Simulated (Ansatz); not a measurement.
**(001) slab of diamond C, 6.2 Å thick as cut, bare faces**

Wanted: surface relaxation, gap and band-edge positions (PBEsol and HSE06).

Program: Ansatz 0.2.0, PAW, plane waves. These are calculated values, not measurements.

## Step 1: Starting point

64 atoms (64 C); a = 10.052 Å, b = 5.026 Å, c = 20.219 Å, α = 90.00°, β = 90.00°, γ = 90.00°. All atoms were shaken off their sites by about 0.02 Å along each axis.

Plan of the steps: (2) PBEsol relaxation at a 2×3×1 mesh, on 7 threads of Arm Neoverse-V2; (3) HSE06 single point at a 1×2×1 mesh, on 7 threads of Arm Neoverse-V2.

## Step 2: Relaxing the atoms with PBEsol

in.yaml

```yaml
crystal:
  lattice:
    - [7.107606, 7.107606, 0.000000]
    - [-3.553803, 3.553803, 0.000000]
    - [0.000000, 0.000000, 20.219155]
  atoms:
    - { symbol: C, position: [0.001997, 0.094151, 0.332717] }
    - { symbol: C, position: [0.998513, 0.005366, 0.521754] }
    - { symbol: C, position: [0.252692, 0.413140, 0.360565] }
    - { symbol: C, position: [0.251943, 0.501567, 0.522199] }
    - { symbol: C, position: [0.501927, 0.087103, 0.331567] }
    - { symbol: C, position: [0.498431, 0.998158, 0.522510] }
    - { symbol: C, position: [0.749246, 0.409355, 0.359303] }
    - { symbol: C, position: [0.748310, 0.499885, 0.521741] }
    - { symbol: C, position: [0.127738, 0.998415, 0.390835] }
    - { symbol: C, position: [0.130035, 0.998579, 0.564182] }
    - { symbol: C, position: [0.374085, 0.503166, 0.389903] }
    - { symbol: C, position: [0.372811, 0.492063, 0.565763] }
    - { symbol: C, position: [0.624357, 0.002440, 0.388663] }
    - { symbol: C, position: [0.629440, 0.009274, 0.565901] }
    - { symbol: C, position: [0.872968, 0.498531, 0.388643] }
    - { symbol: C, position: [0.876233, 0.494066, 0.566601] }
    - { symbol: C, position: [0.001642, 0.409181, 0.359774] }
    - { symbol: C, position: [0.002994, 0.502855, 0.524182] }
    - { symbol: C, position: [0.245520, 0.090414, 0.332382] }
    - { symbol: C, position: [0.246921, 0.998721, 0.522312] }
    - { symbol: C, position: [0.500207, 0.403841, 0.358784] }
    - { symbol: C, position: [0.496776, 0.508071, 0.520919] }
    - { symbol: C, position: [0.748458, 0.090089, 0.331373] }
    - { symbol: C, position: [0.752309, 0.993774, 0.521195] }
    - { symbol: C, position: [0.123135, 0.503934, 0.391037] }
    - { symbol: C, position: [0.125603, 0.502105, 0.566199] }
    - { symbol: C, position: [0.375472, 0.002368, 0.389651] }
    - { symbol: C, position: [0.372768, 0.003242, 0.567757] }
    - { symbol: C, position: [0.619423, 0.500961, 0.391101] }
    - { symbol: C, position: [0.624702, 0.495018, 0.565722] }
    - { symbol: C, position: [0.872877, 0.996424, 0.388550] }
    - { symbol: C, position: [0.872539, 0.999373, 0.565412] }
    - { symbol: C, position: [0.126081, 0.748954, 0.433242] }
    - { symbol: C, position: [0.124665, 0.748719, 0.610126] }
    - { symbol: C, position: [0.373981, 0.254141, 0.432151] }
    - { symbol: C, position: [0.377052, 0.253594, 0.608902] }
    - { symbol: C, position: [0.629938, 0.755524, 0.434362] }
    - { symbol: C, position: [0.628358, 0.750704, 0.609259] }
    - { symbol: C, position: [0.873492, 0.248561, 0.435323] }
    - { symbol: C, position: [0.872988, 0.247361, 0.609806] }
    - { symbol: C, position: [0.999002, 0.254095, 0.477376] }
    - { symbol: C, position: [0.998977, 0.342278, 0.667559] }
    - { symbol: C, position: [0.248983, 0.743262, 0.477069] }
    - { symbol: C, position: [0.251308, 0.657363, 0.638274] }
    - { symbol: C, position: [0.500980, 0.243029, 0.478351] }
    - { symbol: C, position: [0.501807, 0.163673, 0.668517] }
    - { symbol: C, position: [0.750306, 0.744302, 0.476738] }
    - { symbol: C, position: [0.753184, 0.654758, 0.639125] }
    - { symbol: C, position: [0.127518, 0.253186, 0.435609] }
    - { symbol: C, position: [0.122942, 0.252014, 0.610595] }
    - { symbol: C, position: [0.371728, 0.746951, 0.435351] }
    - { symbol: C, position: [0.373879, 0.753122, 0.609154] }
    - { symbol: C, position: [0.625008, 0.250430, 0.435620] }
    - { symbol: C, position: [0.624106, 0.246812, 0.609959] }
    - { symbol: C, position: [0.878561, 0.742945, 0.436189] }
    - { symbol: C, position: [0.877488, 0.749566, 0.609727] }
    - { symbol: C, position: [0.997591, 0.745458, 0.478190] }
    - { symbol: C, position: [0.000168, 0.656750, 0.640066] }
    - { symbol: C, position: [0.248863, 0.251453, 0.478693] }
    - { symbol: C, position: [0.250354, 0.355284, 0.670128] }
    - { symbol: C, position: [0.497678, 0.755976, 0.477800] }
    - { symbol: C, position: [0.502191, 0.843006, 0.639739] }
    - { symbol: C, position: [0.751118, 0.248002, 0.478310] }
    - { symbol: C, position: [0.749549, 0.341567, 0.669147] }
kpoints:
  mp_grid: { grid: [2, 3, 1] }
hamiltonian:
  xc: pbesol
scf:
  occupations: { method: fermi_dirac, width: 0.01 }
relax:
  f_tol: 0.03
  max_steps: 80
  escape_saddle: false
  adjacent_minimum: "off"
output:
  forces: true
  eigenvalues: true
  populations: true
```

The runs that follow: Single point with HSE06.

Q: Predict the outcome of this session. Wanted: for each run, top filled to lowest empty; top filled below vacuum.

As calculated:

```
             level                     time  k points  top filled to lowest empty (eV)  top filled below vacuum (eV)
PBEsol, relaxation  2.5 min (7 CPU threads)     2×3×1                             1.30                          5.66
             HSE06  4.7 min (7 CPU threads)     1×2×1                             2.43                          6.23
```

```
     quantity                              value
   relaxation  8 recorded steps, 27.57 eV gained
largest shift                       0.51 Å (C60)
   mean bonds                        C–C 1.531 Å
```

**Reading.** Relaxation gains 27.57 eV, with shifts up to 0.51 Å (C60). The relaxation ran on other k points, so part of any difference from the later rows can come from the mesh.
